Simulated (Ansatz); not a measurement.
# Thickness series of a Y/MoTe2/Lu junction, part 3 of 4

How fast does the current through Y/MoTe2/Lu fall with each added layer? The lower electrode is Y hcp(0001), the upper one Lu hcp(0001); the barrier is MoTe2 2H layers (two layers in the relaxed core). In the first transport cell, after relaxation, the nearest pair of electrode and barrier is Y–Te at 3.10 Å, along the normal, at the lower face and Lu–Te at 3.06 Å, along the normal, at the upper one. All share a net of side 3.66 Å, which strains the lower electrode by +0.0 %, the upper one by +4.0 % and the barrier by +4.0 %, against typed lattice constants near PBE's. The first steps treat the bulk electrodes alone.

Ansatz 0.2.0; PBE+D3(BJ) DFT, plane waves, PAW files (the session's first sound run).

So far. Step 4 (Relaxation): The largest force component on a free atom ends at 0.0078 eV/Å. At one or more of this run's solves the program warned of density in the dipole ramp over its bound, where dipole, forces and levels can be off.

**5. T(E) of the junction**

This step: PBE DFT, plane waves, PAW files; ballistic transmission by layer matching between semi-infinite leads (Ansatz 0.2.0).

System of this step: Y/MoTe2/Lu. The cell holds 28 atoms: 11 Y, 4 Te, 2 Mo and 11 Lu. Its edges and angles: a = 3.660 Å, b = 3.660 Å, c = 84.576 Å, α = 90.0°, β = 90.0°, γ = 120.0°. Regions: left electrode, 11 atoms (11 Y); barrier, 6 atoms (4 Te and 2 Mo); right electrode, 11 atoms (11 Lu). Vacuum lies along c.

The relaxed core is set between ideal electrode layers (this cell holds 6 atomic planes between the electrodes; where that differs from the relaxed slab, whole periods were copied in or cut out without a new relaxation), which the solver continues as semi-infinite leads. A wide energy window on a coarse mesh (12×12) shows where the Fermi level lies against the barrier's bands; the projected density of states shows how far the metals' states reach in.

Contents of input.yaml:

```yaml
crystal:
  lattice:
    - [3.66, 0.0, 0.0]
    - [-1.83, 3.1696529779, 0.0]
    - [0.0, 0.0, 84.5756691048]
  atoms:
    - { symbol: "Y", position: [0.33333333, 0.66666667, 0.0827661203] }
    - { symbol: "Y", position: [0.0, 0.0, 0.1157035206] }
    - { symbol: "Y", position: [0.33333333, 0.66666667, 0.148640921] }
    - { symbol: "Y", position: [0.0, 0.0, 0.1815783214] }
    - { symbol: "Y", position: [0.33333333, 0.66666667, 0.2145157217] }
    - { symbol: "Y", position: [0.0, 0.0, 0.2474531221] }
    - { symbol: "Y", position: [0.33333333, 0.66666667, 0.2803905225] }
    - { symbol: "Y", position: [0.0, 0.0, 0.3133279228] }
    - { symbol: "Y", position: [0.33333333, 0.66666667, 0.3462653232] }
    - { symbol: "Y", position: [0.0, 0.0, 0.3792027236] }
    - { symbol: "Y", position: [0.33333333, 0.66666667, 0.4121023447] }
    - { symbol: Te, position: [0.33333333, 0.66666667, 0.4487521995] }
    - { symbol: Mo, position: [0.0, 0.0, 0.4695947327] }
    - { symbol: Te, position: [0.33333333, 0.66666667, 0.4903210564] }
    - { symbol: Te, position: [0.0, 0.0, 0.528052506] }
    - { symbol: Mo, position: [0.33333333, 0.66666667, 0.5488028933] }
    - { symbol: Te, position: [0.0, 0.0, 0.569581324] }
    - { symbol: Lu, position: [0.0, 0.0, 0.605812185] }
    - { symbol: Lu, position: [0.66666667, 0.33333333, 0.6367812176] }
    - { symbol: Lu, position: [0.0, 0.0, 0.6679426245] }
    - { symbol: Lu, position: [0.66666667, 0.33333333, 0.6991040314] }
    - { symbol: Lu, position: [0.0, 0.0, 0.7302654383] }
    - { symbol: Lu, position: [0.66666667, 0.33333333, 0.7614268452] }
    - { symbol: Lu, position: [0.0, 0.0, 0.7925882521] }
    - { symbol: Lu, position: [0.66666667, 0.33333333, 0.823749659] }
    - { symbol: Lu, position: [0.0, 0.0, 0.8549110659] }
    - { symbol: Lu, position: [0.66666667, 0.33333333, 0.8860724728] }
    - { symbol: Lu, position: [0.0, 0.0, 0.9172338797] }
kpoints:
  mp_grid: { grid: [8, 8, 1] }
scf:
  occupations: { method: fermi_dirac, width: 0.1 }
  max_iter: 150
hamiltonian:
  xc: pbe
output:
  transmission:
    kmesh: [12, 12]
    e_range: [-2.5, 2.5]
    de: 0.1
    leads: [[4, 6], [22, 24]]
  dos: { projected: true, e_range: [-6, 5], de: 0.05 }
  write_potential: true
  write_density: true
  volumetric_format: npy
  elf: true
```

Launch:

```bash
$ ansatz run input.yaml --threads 4 --pin off --max-ram 12288MiB --backend cpu --events-out ev --progress --plain --runs-dir out
```

Numbers of over 12 decimals in the logs are rounded to 6 here.

The log of the run:

```text
Lu: projections on atomic orbitals take those of the free atom [Kr 4d10] 4f14 5s2 5p6 5d1 6s2, of charge +0.00 (hamiltonian.pseudopotentials.projection_atoms); the dataset's partial waves leave at most 5.1e-5 of an orbital's norm unspanned inside its sphere
[...]
Crystal: 28 atoms, lattice volume = 981.156 Å³
Basis set: ecut = 420 eV, 18991 PW (Γ)
Bands: 293, of which v1, the nominal top of the filled ones, is band 244 counted from 1 (243 counted from 0)
Symmetry: 6 space group operations
[...]
k-points: 10 of 64 (time reversal used)
[...]
SCF iter   1: F=—  HF=-242224.611367 eV  |F-HF|=—  |Δ(HF+E_count)|=         —  Δρ=1.43e-2  dr2=1.18e3  ethr=1.77e-3  ⟨swp⟩=8.3  Hψ=13294  notcnv=0
[...]
SCF iter  14: F=-242223.666558 eV  HF=-242223.666558 eV  |F-HF|=7.31e-8  |Δ(HF+E_count)|=   1.14e-8  Δρ=7.39e-7  dr2=6.44e-8  ethr=2.05e-11  ⟨swp⟩=5.3  Hψ=10151  notcnv=0
SCF 1 converged in 14 iterations: F = -242223.666558 eV  dr2 = 6.44e-8
[...]
transmission: 160 of 1596 steps passed
transmission: 320 of 1596 steps passed
[...]
transmission: 1596 of 1596 steps passed
WARN: The output density's exchange-correlation potential varies sharply where the density is thin. Do not read a vacuum level from v_tot or v_xc, or from such a field of the output density. On a cell that repeats whose density bears no net charge and no dipole along the vacuum's axis use v_es (v_loc + v_h of the components); under efield.dipole_correction with no amplitude use v_es + v_field, which holds any externa [...]
SCF converged after 14 iterations
Free energy (F): -242223.666558 eV
[...]
Internal energy: -242222.222298 eV  (E = F + TS)
E sigma→0 (E₀):  -242222.944428 eV
Entropy (-TS):   -1.444260 eV (-51.581 meV/atom)
Fermi energy:    9.488628 eV
[...]
--- Band table (eV; the first three rows and the last of 10) ---
  k-point 0: bands = [... 240 lower, 10.5207, 10.5831, 10.5958, 10.6915, 10.7549, 10.9613, 10.9926, 10.9926, ... 45 higher]
  k-point 1: bands = [... 240 lower, 10.1524, 10.2103, 10.2496, 10.2691, 10.3441, 10.3873, 10.5285, 10.5879, ... 45 higher]
  k-point 2: bands = [... 240 lower, 9.5602, 9.6274, 9.6494, 9.6824, 9.8231, 9.8369, 9.8444, 9.8967, ... 45 higher]
  k-point 9: bands = [... 240 lower, 9.0395, 9.0576, 9.1431, 9.1820, 9.2129, 9.2606, 9.3024, 9.3664, ... 45 higher]
--- Transmission ---
  basis      : 109 plane waves across, 84 finite elements along
  points     : 19, standing for a mesh of 12 x 12
  energies   : 51 from -2.500000 to 2.500000 eV about the Fermi level, 0.100000 eV apart; the leads are filled to 0.000000 eV, and channels, transmission and decay are at 0.000000 eV
  crystal 0  : Y2, at the sites [4, 6], period 5.5714 Å, over 30.64 Å; its Hamiltonian steps by up to 10.0 meV
    offset         : up to 0.0000 Å between an atom of the period and one for which it stands
    channels       : 1.541667e0 a spin
    conductance    : none, the energies end too early or step too widely for 300 K: set another output.transmission.e_range or a lower de, or, where they end at an eighth of basis.ecutwfc, a higher one
    slowest decay  : 0.1543 /Å at (0.1667, 0.0000)
  crystal 1  : Lu2, at the sites [22, 24], period 5.2710 Å, over 26.35 Å; its Hamiltonian steps by up to 9.7 meV
[...]
channels       : 1.458333e0 a spin
[...]
slowest decay  : 0.1029 /Å at (0.1667, 0.0833)
  junction   : crystal 0 to crystal 1, 21.62 to 61.14 Å
    transmission   : 7.478931e-2 a spin
[...]
```

Wall time 8.3 min (4 threads of Arm Neoverse V1, shared host); peak memory 6.6 GiB.

Numbers from this step:

```
free energy                                         : -242223.6666 eV
Fermi energy                                        : 9.489 eV
level to which the leads are filled                 : 0 eV from the Fermi level
transmission at the Fermi level (a spin, zone mean) : 0.07479
channels of the lower lead                          : 1.542
channels of the upper lead                          : 1.458
potential step in the lower lead                    : 10 meV
potential step in the upper lead                    : 9.7 meV
```

One spin. Table of transmission, zone mean by energy, zero at the Fermi level:

energy (eV), transmission, zone mean and a bar:
```
    -2.50      0.104 #########
    -2.40      0.136 ############
    -2.30      0.233 ####################
    -2.20      0.215 ##################
    -2.10      0.181 ###############
    -2.00      0.102 #########
    -1.80      0.244 #####################
    -1.70      0.174 ###############
    -1.60      0.093 ########
    -1.40      0.121 ##########
    -1.30      0.085 #######
    -1.10      0.013 #
    -1.00      0.001 
    -0.90      0.001 
    -0.70      0.000 
    -0.60      0.000 
    -0.50      0.000 
    -0.30      0.034 ###
    -0.20      0.041 ###
    -0.10      0.081 #######
     0.00      0.075 ######
     0.10      0.141 ############
     0.20      0.134 ###########
     0.30      0.030 ###
     0.50      0.024 ##
     0.60      0.009 #
     0.70      0.013 #
     0.90      0.080 #######
     1.00      0.088 #######
     1.10      0.131 ###########
     1.30      0.178 ###############
     1.40      0.019 ##
     1.50      0.141 ############
     1.60      0.084 #######
     1.70      0.104 #########
     1.80      0.091 ########
     2.00      0.130 ###########
     2.10      0.175 ###############
     2.20      0.239 ####################
     2.40      0.304 ##########################
     2.50      0.351 ##############################
```

One spin. Open channels, zone mean against energy, zero at the Fermi level:

```csv
energy (eV),lower lead,upper lead
-2.50,0.424,0.757
-2.30,0.507,0.861
-2.00,0.632,0.896
-1.80,0.667,0.938
-1.50,0.812,0.854
-1.30,0.771,0.833
-1.10,0.833,0.694
-0.80,0.417,0.278
-0.60,0.396,0.431
-0.40,0.785,1.12
-0.10,1.25,1.46
0.00,1.54,1.46
0.10,1.67,1.67
0.40,0.5,0.694
0.60,0.486,0.611
0.80,0.694,0.528
1.10,0.708,0.625
1.30,1.30,1.08
1.50,1.28,1.28
1.80,1.15,1.18
2.00,1.23,0.951
2.30,1.03,1.40
2.50,1.09,1.06
```

Transmission over k1 and k2. At 0.0000 eV from the Fermi level.

Ten even steps from '_' (0.000) to '@' (0.289):
```
____--::::--______----__
----==@@##@@==------__--
..::@@==____==@@::..----
--::##__________##::--__
__--@@____________@@--__
____====__________====__
____--@@____________@@--
--__--::##__________##::
..----..::@@==____==@@::
----__------==@@##@@==--
____----______--::::--__
____--..--______--..--__
```
Columns: k1 (b1) from -0.5 to 0.417; rows upwards: k2 (b2) from -0.5 to 0.417.

Open channels of the lower lead over k1 and k2. At 0.0000 eV from the Fermi level.

Ten even steps from '0' (0.00) to '9' (2.00):
```
999999999999
995555599909
995999959999
995900095999
995900009599
995900000959
999590000959
999959000959
999995999959
990999555559
999999999999
999999999999
```
Columns: k1 (b1) from -0.5 to 0.417; rows upwards: k2 (b2) from -0.5 to 0.417.

Open channels of the upper lead over k1 and k2. At 0.0000 eV from the Fermi level.

Ten even steps from '0' (0.00) to '9' (2.00):
```
999999999999
999595999909
995900959999
999000009999
995000000599
999900000999
999500000059
999990000099
999995900959
990999959599
999999999999
999999999999
```
Columns: k1 (b1) from -0.5 to 0.417; rows upwards: k2 (b2) from -0.5 to 0.417.

Projected DOS an atom over height of the atomic layer and energy from the Fermi level. Layers: Y Y Y Y Y Y Y Y Y Y Y Te Mo Te Te Mo Te Lu Lu Lu Lu Lu Lu Lu Lu Lu Lu Lu; projections on atoms miss part of the total, and the computed bands can run out at the top of the range; a column is the mean of 2 neighbouring layers, the last of those left over.

Ten even steps from '0' (0 states/eV) to '9' (35 states/eV), each cell a mean:
```
00000000000000
00000000000000
00000000000000
00000000000000
00000000000000
00000000000000
00000000000000
00000000000000
00000000000000
00000000000000
00000000000000
00000000000000
00000000000000
00000000000000
00000000000000
00000000000000
00000000000000
00000000000000
00000000099985
00000000012220
00000000500005
00000000000000
```
Columns: height of the atomic layer (Å) from 8.39 to 76.3 (not evenly spaced); rows upwards: energy from the Fermi level (eV) from -6 to 1.35.

Electrostatic potential energy in the ca plane at fractional y = 1.000, with atoms of Y and Mo and Te and Lu within 0.2 Å of it. With pseudopotentials it is smooth inside the atoms' cores, unlike the true potential.

Values in eV, 6 rows by 16 columns, each cell a mean:
```
 12  11   1   7   5   2  11   0   2 -46 -22  10  12   8 -35 -36
  9  12   3  -2   7   7  -3   5   8  -6   3   9   7   9  -1  -2
  4  12  11  10   4   5  10  11  11   9  11   7   1   9  10  10
  5  12  10   8   5   6   8  10  11   7   9   8   2   9   8   8
 11  12   0  -4   7   6  -4   1   7 -18  -4  10   9   9 -11 -12
 12  11   4  12   4   1  16   2   0 -52 -27  10  12   8 -41 -42
```
Columns run along c (16.0 Å, from fractional 0.49 to 0.68 of the cell; values clipped at the 3rd and 97th percentile), rows up along a (3.7 Å). Atoms in or near the plane, at fractional coordinates: Te at (0.53, 0.00), Te at (0.57, 0.00), Lu at (0.61, 0.00), Lu at (0.67, 0.00).

Valence density in the ca plane at fractional y = 1.000, with atoms of Y and Mo and Te and Lu within 0.2 Å of it. It is the smooth field of the valence electrons, not physical close to the nuclei.

Ten steps, logarithmic in the rise over the least value, from '0' (0 e/Å³) to '9' (37 e/Å³), each cell a mean:
```
00000136764100013676310137985200000000158973
00000013442100012443210014553100000000035541
00000001111100011111100001211000000000011210
10000000000011100000000000000000000000000000
11000000000011100000000000000000011000000000
11000000000011100000000000000000011000000000
10000001111101011111000000110000000000000100
00000012321100011232100012431000000000013421
00000125653100013565210025774100000000147762
00000136874110014786310137996200000000269984
```
Columns run along c (16.0 Å, from fractional 0.49 to 0.68 of the cell), rows up along a (3.7 Å). Atoms in or near the plane, at fractional coordinates: Te at (0.53, 0.00), Te at (0.57, 0.00), Lu at (0.61, 0.00), Lu at (0.67, 0.00).

ELF in the ca plane at fractional y = 1.000, with atoms of Y and Mo and Te and Lu within 0.2 Å of it. It is the smooth field of the valence electrons, not physical close to the nuclei.

Values, 6 rows by 16 columns, each cell a mean:
```
0.15 0.35 0.45 0.21 0.37 0.39 0.17 0.52 0.33 0.80 0.50 0.45 0.59 0.32 0.68 0.69
0.45 0.19 0.57 0.52 0.33 0.37 0.52 0.56 0.18 0.29 0.20 0.24 0.15 0.24 0.23 0.24
0.60 0.22 0.19 0.32 0.18 0.18 0.32 0.19 0.16 0.24 0.40 0.16 0.16 0.24 0.30 0.30
0.58 0.19 0.32 0.43 0.21 0.22 0.43 0.31 0.15 0.18 0.31 0.17 0.13 0.24 0.22 0.22
0.34 0.24 0.58 0.45 0.37 0.41 0.44 0.59 0.22 0.49 0.26 0.31 0.25 0.26 0.37 0.38
0.11 0.38 0.39 0.16 0.36 0.37 0.12 0.48 0.37 0.83 0.57 0.49 0.70 0.34 0.73 0.74
```
Columns run along c (16.0 Å, from fractional 0.49 to 0.68 of the cell), rows up along a (3.7 Å). Atoms in or near the plane, at fractional coordinates: Te at (0.53, 0.00), Te at (0.57, 0.00), Lu at (0.61, 0.00), Lu at (0.67, 0.00).

At the Fermi level the transmission is 0.075, as a zone mean for one spin on this coarse mesh. At the Fermi level the layers of this cell's barrier hold from 0.076 to 0.87 states an eV and atom: none is empty there, through tails of the electrodes' states or through bands of its own. In the worse lead the potential repeats within 10 meV, which the program lets pass.

**6. Conductance on a fine mesh, 28 atoms**

The conductance needs T(E) within ten thermal energies of the Fermi level, on steps under 1.5 kT, and a finer mesh (24×24), since the current can rest on few wavevectors.

Edit input.yaml of step 5 so:

```diff
@@ -43,10 +43,5 @@
   transmission:
-    kmesh: [12, 12]
-    e_range: [-2.5, 2.5]
-    de: 0.1
+    kmesh: [24, 24]
+    e_range: [-0.26, 0.27]
+    de: 0.0375
     leads: [[4, 6], [22, 24]]
-  dos: { projected: true, e_range: [-6, 5], de: 0.05 }
-  write_potential: true
-  write_density: true
-  volumetric_format: npy
-  elf: true
```

The log of the run:

```text
[...]
Crystal: 28 atoms, lattice volume = 981.156 Å³
Basis set: ecut = 420 eV, 18991 PW (Γ)
Bands: 293, of which v1, the nominal top of the filled ones, is band 244 counted from 1 (243 counted from 0)
Symmetry: 6 space group operations
[...]
k-points: 10 of 64 (time reversal used)
[...]
SCF iter   1: F=—  HF=-242224.611367 eV  |F-HF|=—  |Δ(HF+E_count)|=         —  Δρ=1.43e-2  dr2=1.18e3  ethr=1.77e-3  ⟨swp⟩=8.3  Hψ=13294  notcnv=0
[...]
SCF iter  14: F=-242223.666558 eV  HF=-242223.666558 eV  |F-HF|=7.31e-8  |Δ(HF+E_count)|=   1.14e-8  Δρ=7.39e-7  dr2=6.44e-8  ethr=2.05e-11  ⟨swp⟩=5.3  Hψ=10151  notcnv=0
SCF 1 converged in 14 iterations: F = -242223.666558 eV  dr2 = 6.44e-8
[...]
transmission: 492 of 4819 steps passed
transmission: 966 of 4819 steps passed
[...]
transmission: 4819 of 4819 steps passed
SCF converged after 14 iterations
Free energy (F): -242223.666558 eV
[...]
Internal energy: -242222.222298 eV  (E = F + TS)
E sigma→0 (E₀):  -242222.944428 eV
Entropy (-TS):   -1.444260 eV (-51.581 meV/atom)
Fermi energy:    9.488628 eV
[...]
--- Band table (eV; the first three rows and the last of 10) ---
  k-point 0: bands = [... 240 lower, 10.5207, 10.5831, 10.5958, 10.6915, 10.7549, 10.9613, 10.9926, 10.9926, ... 45 higher]
  k-point 1: bands = [... 240 lower, 10.1524, 10.2103, 10.2496, 10.2691, 10.3441, 10.3873, 10.5285, 10.5879, ... 45 higher]
  k-point 2: bands = [... 240 lower, 9.5602, 9.6274, 9.6494, 9.6824, 9.8231, 9.8369, 9.8444, 9.8967, ... 45 higher]
  k-point 9: bands = [... 240 lower, 9.0395, 9.0576, 9.1431, 9.1820, 9.2129, 9.2606, 9.3024, 9.3664, ... 45 higher]
--- Transmission ---
  basis      : 109 plane waves across, 79 finite elements along
  points     : 61, standing for a mesh of 24 x 24
  filling    : by the input's occupations and mesh, since the crystals that have channels conduct as metals do. If one of these is a semiconductor, that mesh has misplaced its level
[...]
filled         : 4.6 meV under the level at which it is neutral
    channels       : 1.479167e0 a spin
    conductance    : 9.8920e14 S/m² at 300 K; may be off by some 0.0 % by where its bands' edges are placed, 3.7 % from the k-mesh, 0.3 % from the distance to neutral
    slowest decay  : 0.0177 /Å at (0.2083, 0.0000)
[...]
filled         : 6.6 meV under the level at which it is neutral
    channels       : 1.479167e0 a spin
[...]
slowest decay  : 0.0623 /Å at (0.2083, 0.0417)
  junction   : crystal 0 to crystal 1, 21.62 to 61.14 Å
    transmission   : 1.001994e-1 a spin
    conductance    : 6.5455e13 S/m² at 300 K (5.8303e13 on every other point, 6.6519e13 on every other energy)
    error estimate : 1.6 % from the energy spacing and 5.6 % from band edges of the leads and from resonances (wavevectors taken as independent; lower de), 17.0 % from the k-mesh, 18.0 % from the steps of its leads' Hamiltonians or their offsets (lay more layers), 1.7 % from the distance to neutral
    resistance     : 1.4267e-2 Ω µm² beyond half of each lead's own
```

The job ended after 11 min (4 threads; peak memory 6 GiB; 34 min of CPU time).

Numbers from this step:

```yaml
transmission_at_the_fermi_level_a_spin_zone_mean: 0.1002
channels_of_the_lower_lead: 1.479
channels_of_the_upper_lead: 1.479
ballistic_conductance_of_the_lower_lead: 9.89e14 S/m²
ballistic_conductance_of_the_upper_lead: 9.89e14 S/m²
junction_conductance: 6.55e13 S/m²
error_estimates_by_source_in_the_log_s_order: 1.6, 5.6, 17, 18, 1.7 %
resistance_area_product_beyond_the_leads: 0.01427 Ω um²
```

One spin. Table of transmission, zone mean by energy, zero at the Fermi level:

```csv
energy (eV),"transmission, zone mean"
-0.260,0.0421
-0.223,0.0442
-0.185,0.0537
-0.147,0.0651
-0.110,0.0664
-0.072,0.0751
-0.035,0.0879
0.003,0.100
0.040,0.111
0.077,0.112
0.115,0.111
0.152,0.127
0.190,0.151
0.228,0.0596
0.265,0.0519
```

One spin. Open channels, zone mean against energy, zero at the Fermi level:

```csv
energy (eV),lower lead,upper lead
-0.260,1.12,1.28
-0.223,1.15,1.39
-0.185,1.30,1.40
-0.147,1.29,1.40
-0.110,1.35,1.39
-0.072,1.36,1.45
-0.035,1.45,1.49
0.003,1.48,1.48
0.040,1.51,1.51
0.077,1.53,1.49
0.115,1.59,1.54
0.152,1.57,1.53
0.190,1.47,1.17
0.228,1.21,0.615
0.265,0.896,0.635
```

Transmission over k1 and k2. At 0.0025 eV from the Fermi level.

Values, 12 rows by 16 columns, each cell a mean:
```
0.002 0.005 0.046 0.135 0.037 0.078 0.109 0.027 0.004 0.002 0.002 0.037 0.354 0.244 0.005 0.001
0.059 0.058 0.056 0.134 0.196 0.150 0.201 0.147 0.061 0.049 0.058 0.053 0.038 0.000 0.021 0.055
0.094 0.104 0.173 0.369 0.247 0.220 0.220 0.204 0.302 0.233 0.140 0.098 0.328 0.211 0.124 0.407
0.117 0.059 0.126 0.375 0.000 0.000 0.000 0.000 0.000 0.156 0.271 0.084 0.081 0.118 0.007 0.037
0.026 0.106 0.184 0.385 0.000 0.000 0.000 0.000 0.000 0.000 0.071 0.307 0.195 0.116 0.012 0.001
0.002 0.011 0.076 0.342 0.043 0.000 0.000 0.000 0.000 0.000 0.000 0.000 0.281 0.171 0.018 0.003
0.002 0.003 0.038 0.129 0.298 0.078 0.000 0.000 0.000 0.000 0.000 0.000 0.141 0.293 0.084 0.027
0.039 0.002 0.041 0.137 0.125 0.268 0.142 0.000 0.000 0.000 0.000 0.000 0.142 0.295 0.114 0.121
0.154 0.126 0.039 0.233 0.025 0.055 0.255 0.251 0.043 0.000 0.000 0.000 0.184 0.315 0.091 0.029
0.177 0.332 0.000 0.208 0.223 0.125 0.129 0.115 0.299 0.342 0.330 0.344 0.332 0.211 0.108 0.125
0.007 0.004 0.023 0.226 0.041 0.005 0.009 0.012 0.024 0.089 0.129 0.059 0.123 0.099 0.020 0.013
0.001 0.001 0.040 0.232 0.197 0.080 0.005 0.001 0.002 0.009 0.080 0.103 0.069 0.120 0.013 0.002
```
Columns: k1 (b1) from -0.5 to 0.458; rows upwards: k2 (b2) from -0.5 to 0.458.

G = 6.5e13 S/m² (1/G = 0.0153 Ω µm²). The largest error estimate is 18 %, from the leads' potential steps. In the worse lead the potential repeats within 10 meV, which the program lets pass, though it still puts 18 % of error on the junction's conductance through them. By hand, Landauer's formula with T at one energy: G = (e²/h) ΣT / A = 3.874e-5 S × 0.200 / 11.60 Å² = 6.7e13 S/m², with T summed over both spins. The printed value averages T over the Fermi window and is 0.98 times this.

(Part 3 of 4 ends here.)

[Logs are printed without paths, hosts, clocks, repeated set-up lines and the standing remarks that a program may print on its own settings, such as how far it seeks lower states.]

[Hosts, paths, dates, database ids (printed as entryN), source tags and the programs' standing remarks are cut or masked in the printed files.]
